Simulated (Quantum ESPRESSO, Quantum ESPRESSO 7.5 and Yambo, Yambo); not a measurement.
## CdS (Hawleyite): G0W0 with Yambo, start to end

Aim: the G0W0 gap of CdS (Hawleyite) on PBE, step by step.

Calculated with Quantum ESPRESSO 7.5 and Yambo 5.3.0; PBE and many-body steps on it, plane waves.

**The experiments to reproduce.**

- Gap 2.42 eV: optical gap from inflexion point of photoacoustic spectrum, as-grown film; photoacoustic spectroscopy; film (as-grown chemical bath deposited film, about 0.25 um thick, deposited at 80 C) (“Study of the band--gap shift in CdS films: Influence of thermal annealing in different atmospheres”, 1995, arxiv:cond-mat/9501125).

## Step 1: The starting structure

It takes space group F-43m (No. 216, cubic). The conventional cell has a = 5.916 Å, b = 5.916 Å, c = 5.916 Å, α = 90.00°, β = 90.00°, γ = 90.00°. Cd has 4 S at 2.56 Å nearest. S has 4 Cd at 2.56 Å nearest. Farther neighbours and most contacts between anions are not listed.

The cell and positions come from the Crystallography Open Database and are kept as given unless a step says otherwise.

## Step 2: Ground state

This step: Quantum ESPRESSO 7.5; DFT, PBE, plane waves, norm-conserving pseudopotentials.

The ground-state density comes first.

Contents of pw.in:

```
&control
  calculation = 'scf'
  prefix = 'x'
  outdir = 'o'
  pseudo_dir = 'pseudo'
/
&system
  ibrav = 0
  nat = 2
  ntyp = 2
  ecutwfc = 94.0
  nbnd = 18
  force_symmorphic = .true.
/
&electrons
  conv_thr = 1e-10
  electron_maxstep = 80
  mixing_beta = 0.5
/
ATOMIC_SPECIES
  Cd 112.41 Cd.upf
  S 32.06 S.upf
CELL_PARAMETERS angstrom
  -0.0000000000 2.9582000000 2.9582000000
  2.9582000000 -0.0000000000 2.9582000000
  2.9582000000 2.9582000000 -0.0000000000
ATOMIC_POSITIONS crystal
  Cd 0.0000000000 0.0000000000 0.0000000000
  S 0.2500000000 0.2500000000 0.2500000000
K_POINTS automatic
  6 6 6 0 0 0
```

Started as:

```bash
$ OMP_NUM_THREADS=1 mpirun -n 4 pw.x -nk 4 -in pw.in > pw.out
```

Output:

```text
Program PWSCF v.7.5 starts

     This program is part of the open-source Quantum ESPRESSO suite
     for quantum simulation of materials; please cite
         "P. Giannozzi et al., J. Phys.:Condens. Matter 21 395502 (2009);
         "P. Giannozzi et al., J. Phys.:Condens. Matter 29 465901 (2017);
         "P. Giannozzi et al., J. Chem. Phys. 152 154105 (2020);
     in publications or presentations arising from this work. More details at
     Message from routine setup:
     using ibrav=0 with symmetry is DISCOURAGED, use correct ibrav instead

     G-vector sticks info

     bravais-lattice index     =            0
     lattice parameter (alat)  =       7.9057  a.u.
     unit-cell volume          =     349.3890 (a.u.)^3
     number of atoms/cell      =            2
     number of atomic types    =            2
     number of electrons       =        26.00
     number of Kohn-Sham states=           18
     kinetic-energy cutoff     =      94.0000  Ry
     charge density cutoff     =     376.0000  Ry
     scf convergence threshold =      1.0E-10
     mixing beta               =       0.5000
     number of iterations used =            8  plain     mixing
     Exchange-correlation= PBE
                           (   1   4   3   4   0   0   0)

     celldm(1)=   7.905719  celldm(2)=   0.000000  celldm(3)=   0.000000
     celldm(4)=   0.000000  celldm(5)=   0.000000  celldm(6)=   0.000000

     crystal axes: (cart. coord. in units of alat)
               a(1) = (  -0.000000   0.707107   0.707107 )
               a(2) = (   0.707107  -0.000000   0.707107 )
               a(3) = (   0.707107   0.707107  -0.000000 )

     reciprocal axes: (cart. coord. in units 2 pi/alat)
               b(1) = ( -0.707107  0.707107  0.707107 )
               b(2) = (  0.707107 -0.707107  0.707107 )
               b(3) = (  0.707107  0.707107 -0.707107 )
     Pseudo is Norm-conserving + core correction, Zval = 20.0
     Generated using ONCVPSP code by D. R. Hamann
     Using radial grid of 1368 points,  6 beta functions with:
     Pseudo is Norm-conserving + core correction, Zval =  6.0
     Generated using ONCVPSP code by D. R. Hamann
     Using radial grid of 1146 points,  6 beta functions with:
     Cd               20.00   112.41000     Cd( 1.00)
     S                 6.00    32.06000     S ( 1.00)

     24 Sym. Ops. (no inversion) found

   Cartesian axes

     site n.     atom                  positions (alat units)
         1        Cd     tau(   1) = (   0.0000000   0.0000000   0.0000000  )
         2        S      tau(   2) = (   0.3535534   0.3535534   0.3535534  )

     number of k points=    16
                       cart. coord. in units 2pi/alat
        k(    1) = (   0.0000000   0.0000000   0.0000000), wk =   0.0092593
        k(    2) = (   0.1178511   0.1178511  -0.1178511), wk =   0.0740741
        k(    3) = (   0.2357023   0.2357023  -0.2357023), wk =   0.0740741
        k(    4) = (  -0.3535534  -0.3535534   0.3535534), wk =   0.0370370
        k(    5) = (   0.2357023   0.0000000  -0.0000000), wk =   0.0555556
        k(    6) = (   0.3535534   0.1178511  -0.1178511), wk =   0.2222222
        k(    7) = (  -0.2357023  -0.4714045   0.4714045), wk =   0.2222222
        k(    8) = (  -0.1178511  -0.3535534   0.3535534), wk =   0.2222222
        k(    9) = (   0.0000000  -0.2357023   0.2357023), wk =   0.1111111
        k(   10) = (   0.4714045   0.0000000  -0.0000000), wk =   0.0555556
     [... 4 further rows ...]
        k(   15) = (  -0.1178511  -0.3535534   0.5892557), wk =   0.2222222
        k(   16) = (  -0.7071068   0.2357023   0.0000000), wk =   0.1111111

     Dense  grid:    43143 G-vectors     FFT dimensions: (  50,  50,  50)

     Initial potential from superposition of free atoms

     starting charge      25.9997, renormalised to      26.0000
     Starting wfcs are   14 randomized atomic wfcs +    4 random wfcs

     per-process dynamical memory:    37.9 Mb

     Self-consistent Calculation

     iteration #  1     ecut=    94.00 Ry     beta= 0.50

     Threshold (ethr) on eigenvalues was too large:
     Diagonalizing with lowered threshold

     total energy              =    -372.79998326 Ry
     estimated scf accuracy    <       0.12849053 Ry

     iteration #  2     ecut=    94.00 Ry     beta= 0.50

     total energy              =    -372.83339659 Ry
     estimated scf accuracy    <       0.01302256 Ry

     iteration #  3     ecut=    94.00 Ry     beta= 0.50

     total energy              =    -372.83541375 Ry
     estimated scf accuracy    <       0.00122559 Ry

     iteration #  4     ecut=    94.00 Ry     beta= 0.50

     total energy              =    -372.83551233 Ry
     estimated scf accuracy    <       0.00004086 Ry

     iteration #  5     ecut=    94.00 Ry     beta= 0.50

     total energy              =    -372.83552140 Ry
     estimated scf accuracy    <       0.00000232 Ry

     iteration #  6     ecut=    94.00 Ry     beta= 0.50

     total energy              =    -372.83552203 Ry
     estimated scf accuracy    <       0.00000023 Ry

     iteration #  7     ecut=    94.00 Ry     beta= 0.50

     total energy              =    -372.83552209 Ry
     estimated scf accuracy    <       0.00000014 Ry

     iteration #  8     ecut=    94.00 Ry     beta= 0.50

     total energy              =    -372.83552213 Ry
     estimated scf accuracy    <       0.00000002 Ry

     iteration #  9     ecut=    94.00 Ry     beta= 0.50

     total energy              =    -372.83552213 Ry
     estimated scf accuracy    <          1.3E-10 Ry

     iteration # 10     ecut=    94.00 Ry     beta= 0.50

     End of self-consistent calculation

          k = 0.0000 0.0000 0.0000 (  5329 PWs)   bands (ev):

   -94.8934 -55.9564 -55.9564 -55.9564  -5.7204  -1.1873  -1.1873  -1.1873
    -0.7644  -0.7644   6.3926   6.3926   6.3926   7.4443  12.9289  12.9289
    12.9289  17.7126

          k = 0.1179 0.1179-0.1179 (  5354 PWs)   bands (ev):

   -94.8935 -55.9566 -55.9565 -55.9565  -5.6235  -1.1537  -1.1537  -1.0916
    -0.7649  -0.7649   4.9331   6.2045   6.2045   8.6016  12.5680  13.2277
    13.2277  16.9742

          k = 0.2357 0.2357-0.2357 (  5375 PWs)   bands (ev):

   -94.8935 -55.9569 -55.9566 -55.9566  -5.4289  -1.0990  -1.0990  -0.7522
    -0.7495  -0.7495   3.1521   5.8614   5.8614   9.2892  13.0207  13.4516
    13.4516  17.3475

          k =-0.3536-0.3536 0.3536 (  5396 PWs)   bands (ev):

     [... further k-points ...]

     highest occupied, lowest unoccupied level (ev):     6.3926    7.4443

!    total energy              =    -372.83552213 Ry
     estimated scf accuracy    <          5.8E-11 Ry

     The total energy is the sum of the following terms:
     one-electron contribution =    -254.22930237 Ry
     hartree contribution      =     132.21584738 Ry
     xc contribution           =     -54.81215058 Ry
     ewald contribution        =    -196.00991657 Ry

     convergence has been achieved in  10 iterations

     XML data file, charge density, pseudopotentials, collected wavefunctions

=------------------------------------------------------------------------------=
   JOB DONE.
=------------------------------------------------------------------------------=
```

Wall time 22 s (4 MPI ranks of AMD EPYC 7571, shared host); peak memory 0.35 GiB.

Numbers from this step:

* total energy: -5072.6857 eV
* gap: 1.052 eV
* k of the valence top: 0, 0, 0
* k of the conduction bottom: 0, 0, 0
* least direct gap: 1.052 eV

The gap is direct, at Γ.

## Step 3: Bands along the symmetry lines

The cheap functional maps the bands first; the places of the edges decide which points the dearer methods must see.

Contents of pw.in:

```
&control
  calculation = 'bands'
  prefix = 'x'
  outdir = 'o'
  pseudo_dir = 'pseudo'
/
&system
  ibrav = 0
  nat = 2
  ntyp = 2
  ecutwfc = 94.0
  nbnd = 19
  force_symmorphic = .true.
/
&electrons
  conv_thr = 1e-9
  electron_maxstep = 80
  diago_full_acc = .true.
  diago_thr_init = 5e-6
/
ATOMIC_SPECIES
  Cd 112.41 Cd.upf
  S 32.06 S.upf
CELL_PARAMETERS angstrom
  -0.0000000000 2.9582000000 2.9582000000
  2.9582000000 -0.0000000000 2.9582000000
  2.9582000000 2.9582000000 -0.0000000000
ATOMIC_POSITIONS crystal
  Cd 0.0000000000 0.0000000000 0.0000000000
  S 0.2500000000 0.2500000000 0.2500000000
K_POINTS crystal
  50
  0.00000000 0.00000000 0.00000000 1
  -0.06250000 -0.06250000 0.00000000 1
  -0.12500000 -0.12500000 0.00000000 1
  -0.18750000 -0.18750000 0.00000000 1
  -0.25000000 -0.25000000 0.00000000 1
  -0.31250000 -0.31250000 0.00000000 1
  -0.37500000 -0.37500000 0.00000000 1
  -0.43750000 -0.43750000 0.00000000 1
  -0.50000000 -0.50000000 0.00000000 1
  -0.48437500 -0.48437500 0.03125000 1
  -0.46875000 -0.46875000 0.06250000 1
  -0.45312500 -0.45312500 0.09375000 1
  -0.43750000 -0.43750000 0.12500000 1
  -0.42187500 -0.42187500 0.15625000 1
  -0.40625000 -0.40625000 0.18750000 1
  -0.39062500 -0.39062500 0.21875000 1
  -0.37500000 -0.37500000 0.25000000 1
  -0.37500000 0.00000000 0.37500000 1
  -0.32812500 0.00000000 0.32812500 1
  -0.28125000 0.00000000 0.28125000 1
  -0.23437500 0.00000000 0.23437500 1
  -0.18750000 0.00000000 0.18750000 1
  -0.14062500 0.00000000 0.14062500 1
  -0.09375000 0.00000000 0.09375000 1
  -0.04687500 0.00000000 0.04687500 1
  0.00000000 0.00000000 0.00000000 1
  0.00000000 0.00000000 0.06250000 1
  0.00000000 0.00000000 0.12500000 1
  0.00000000 0.00000000 0.18750000 1
  0.00000000 0.00000000 0.25000000 1
  0.00000000 0.00000000 0.31250000 1
  0.00000000 0.00000000 0.37500000 1
  0.00000000 0.00000000 0.43750000 1
  -0.00000000 -0.00000000 0.50000000 1
  -0.06250000 -0.03125000 0.46875000 1
  -0.12500000 -0.06250000 0.43750000 1
  -0.18750000 -0.09375000 0.40625000 1
  -0.25000000 -0.12500000 0.37500000 1
  -0.31250000 -0.15625000 0.34375000 1
  -0.37500000 -0.18750000 0.31250000 1
  -0.43750000 -0.21875000 0.28125000 1
  -0.50000000 -0.25000000 0.25000000 1
  -0.50000000 -0.28125000 0.21875000 1
  -0.50000000 -0.31250000 0.18750000 1
  -0.50000000 -0.34375000 0.15625000 1
  -0.50000000 -0.37500000 0.12500000 1
  -0.50000000 -0.40625000 0.09375000 1
  -0.50000000 -0.43750000 0.06250000 1
  -0.50000000 -0.46875000 0.03125000 1
  -0.50000000 -0.50000000 0.00000000 1
```

Output:

```text
[banner, memory and clock lines left out]
Program PWSCF v.7.5 starts

     Atomic positions and unit cell read from directory:
     o/x.save/

     Message from routine setup:
     using ibrav=0 with symmetry is DISCOURAGED, use correct ibrav instead

     G-vector sticks info

     bravais-lattice index     =            0
     lattice parameter (alat)  =       7.9057  a.u.
     unit-cell volume          =     349.3890 (a.u.)^3
     number of atoms/cell      =            2
     number of atomic types    =            2
     number of electrons       =        26.00
     number of Kohn-Sham states=           19
     kinetic-energy cutoff     =      94.0000  Ry
     charge density cutoff     =     376.0000  Ry
     Exchange-correlation= PBE
                           (   1   4   3   4   0   0   0)

     celldm(1)=   7.905719  celldm(2)=   0.000000  celldm(3)=   0.000000
     celldm(4)=   0.000000  celldm(5)=   0.000000  celldm(6)=   0.000000

     crystal axes: (cart. coord. in units of alat)
               a(1) = (  -0.000000   0.707107   0.707107 )
               a(2) = (   0.707107  -0.000000   0.707107 )
               a(3) = (   0.707107   0.707107  -0.000000 )

     reciprocal axes: (cart. coord. in units 2 pi/alat)
               b(1) = ( -0.707107  0.707107  0.707107 )
               b(2) = (  0.707107 -0.707107  0.707107 )
               b(3) = (  0.707107  0.707107 -0.707107 )
     Pseudo is Norm-conserving + core correction, Zval = 20.0
     Generated using ONCVPSP code by D. R. Hamann
     Using radial grid of 1368 points,  6 beta functions with:
     Pseudo is Norm-conserving + core correction, Zval =  6.0
     Generated using ONCVPSP code by D. R. Hamann
     Using radial grid of 1146 points,  6 beta functions with:
     Cd               20.00   112.41000     Cd( 1.00)
     S                 6.00    32.06000     S ( 1.00)

     24 Sym. Ops. (no inversion) found

   Cartesian axes

     site n.     atom                  positions (alat units)
         1        Cd     tau(   1) = (   0.0000000   0.0000000   0.0000000  )
         2        S      tau(   2) = (   0.3535534   0.3535534   0.3535534  )

     number of k points=    50
                       cart. coord. in units 2pi/alat
        k(    1) = (   0.0000000   0.0000000   0.0000000), wk =   0.0400000
        k(    2) = (   0.0000000   0.0000000  -0.0883883), wk =   0.0400000
        k(    3) = (   0.0000000   0.0000000  -0.1767767), wk =   0.0400000
[...]
[... 38 further rows ...]
        k(   49) = (   0.0441942  -0.0000000  -0.7071068), wk =   0.0400000
        k(   50) = (   0.0000000   0.0000000  -0.7071068), wk =   0.0400000

     Dense  grid:    43143 G-vectors     FFT dimensions: (  50,  50,  50)

     The potential is recalculated from file :
     o/x.save/charge-density

     Starting wfcs are   14 randomized atomic wfcs +    5 random wfcs

     Band Structure Calculation

     End of band structure calculation

          k = 0.0000 0.0000 0.0000 (  5329 PWs)   bands (ev):

   -94.8936 -55.9566 -55.9566 -55.9566  -5.7203  -1.1874  -1.1874  -1.1874
    -0.7645  -0.7645   6.3926   6.3926   6.3926   7.4443  12.9289  12.9289
    12.9289  17.6060  17.7127

          k = 0.0000 0.0000-0.0884 (  5381 PWs)   bands (ev):

   -94.8936 -55.9566 -55.9566 -55.9566  -5.7007  -1.1773  -1.1773  -1.1768
[...]
13.0388  17.1572  17.7356

          k = 0.0000 0.0000-0.1768 (  5373 PWs)   bands (ev):

[...]
13.3516  16.1879  17.8027

          k =-0.0000-0.0000-0.2652 (  5365 PWs)   bands (ev):

[...]
k = 0.0000 0.0000-0.3536 (  5353 PWs)   bands (ev):

[...]
k =-0.0000-0.0000-0.5303 (  5398 PWs)   bands (ev):

[...]
k =-0.0000-0.0000-0.6187 (  5394 PWs)   bands (ev):

[...]
k = 0.3977-0.0000-0.3977 (  5394 PWs)   bands (ev):

[...]
k = 0.1989-0.0000-0.1989 (  5352 PWs)   bands (ev):

[...]
k = 0.0000 0.0000 0.0000 (  5329 PWs)   bands (ev):

[...]
k = 0.2652 0.0000-0.7071 (  5368 PWs)   bands (ev):

[...]
k = 0.2210-0.0000-0.7071 (  5382 PWs)   bands (ev):

[...]
k = 0.1768-0.0000-0.7071 (  5386 PWs)   bands (ev):

[...]
k = 0.1326-0.0000-0.7071 (  5378 PWs)   bands (ev):

[...]
k = 0.0884-0.0000-0.7071 (  5394 PWs)   bands (ev):

[...]
k = 0.0442-0.0000-0.7071 (  5398 PWs)   bands (ev):

[...]
16.7303  16.9219  18.5829

          k = 0.0000 0.0000-0.7071 (  5410 PWs)   bands (ev):

   -94.8937 -55.9571 -55.9569 -55.9569  -5.2122  -0.9875  -0.8790  -0.8790
    -0.6882  -0.3594   2.6294   4.6610   4.6610  10.0198  10.6859  15.4185
    16.9108  16.9108  18.4880

     XML data file, pseudopotentials, collected wavefunctions
```

Elapsed: 18 s, on 4 MPI ranks; peak memory 0.29 GiB.

This step gave:

```yaml
gap: 1.052 eV
k_of_the_valence_top: 0, 0, 0
k_of_the_conduction_bottom: 0, 0, 0
least_direct_gap: 1.052 eV
```

The gap is 1.052 eV, as in the run before at this level.

The electronic bands at the labelled points (eV, zero at the top of the highest filled band):

```
    point  band 10  band 11  band 12  band 13  band 14  band 15  band 16  band 17
        Γ    -7.16     0.00     0.00     0.00     1.05     6.54     6.54     6.54
  halfway    -7.12    -2.25    -0.94    -0.94     3.49     4.84     8.04     8.04
        X    -6.75    -3.76    -1.73    -1.73     3.63     4.29     9.03    10.52
  halfway    -6.70    -3.75    -1.98    -1.65     3.90     4.58     8.80     9.86
        U    -6.64    -3.73    -2.34    -1.41     4.23     5.35     8.38     8.92
jump to K    -6.64    -3.73    -2.34    -1.41     4.23     5.35     8.38     8.92
  halfway    -7.10    -2.65    -1.26    -0.39     3.47     6.06     6.76     7.24
        Γ    -7.16     0.00     0.00     0.00     1.05     6.54     6.54     6.54
  halfway    -7.15    -2.39    -0.36    -0.36     2.69     6.23     7.02     7.02
        L    -6.81    -4.14    -0.69    -0.69     2.95     6.99     6.99     7.33
  halfway    -6.71    -3.88    -1.80    -1.12     4.25     5.83     7.13     8.26
        W    -6.59    -3.70    -2.08    -2.04     5.24     5.44     7.14     8.04
  halfway    -6.67    -3.73    -1.91    -1.89     4.30     4.72     8.57     8.81
        X    -6.75    -3.76    -1.73    -1.73     3.63     4.29     9.03    10.52
```

(Part 1 of 3 ends here.)

[Paths, hosts, dates, memory and timing lines, banners, echoed tables and standing remarks are left out of the program output.]

[Logs are printed without paths, hosts, clocks, repeated set-up lines and the standing remarks that a program may print on its own settings, such as how far it seeks lower states.]

[Runs of the session that timed out or met a known fault of the program may be left out.]

[Hosts, paths, dates, database ids (printed as entryN), source tags and the programs' standing remarks are cut or masked in the printed files.]
